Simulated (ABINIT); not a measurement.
C:

```xyz
2
Lattice="0.0000 1.7834 1.7834 1.7834 0.0000 1.7834 1.7834 1.7834 0.0000" Properties=species:S:1:pos:R:3 pbc="T T T"
C     2.6751    2.6751    2.6751
C     1.7834    1.7834    1.7834
```

This isn't the form of C at room conditions, which is graphite.

| Property | Result |
| --- | --- |
| Program | ABINIT 10.8.3 (patched build) |
| Task | single point |
| Functional | PBE |
| Potentials or basis | JTH PAW PBE v2.0 |
| Cutoff | 517 eV |
| k mesh | 13 × 13 × 13 |
| Occupations | fermi-dirac, width 0.05 eV |
| Spin | no spin polarisation |

On this cell: pressure 1.1 GPa; largest force zero by symmetry; band gap on the k mesh 4.14 eV, indirect (least direct gap 5.59 eV).

The same run follows on a disturbed copy (atoms moved at random, drawn with an rms of 0.05 Å):

```
C
1.0
     0.00000    1.78337    1.78337
     1.78337    0.00000    1.78337
     1.78337    1.78337    0.00000
C
2
Direct
  0.74778 0.75306 0.75416
  0.48928 0.49860 0.49360
```

Q: What changes?

A: The energy moves by +21.1 meV/atom; pressure 1.8 GPa; largest force 1.674 eV/Å; band gap on the k mesh 3.23 eV, indirect (least direct gap 3.98 eV).

Forces in eV/Å, atoms in the order of the input:
```
C   -0.908 -1.188 -0.752
C    0.908  1.188  0.752
```

Stress tensor (GPa, compression positive):
```
 1.87 -0.35 -1.01
-0.35  1.75 -0.60
-1.01 -0.60  1.91
```

Caveats: an odd mesh through Γ misses points on the zone boundary, where band edges often lie; the atomic spheres overlap.
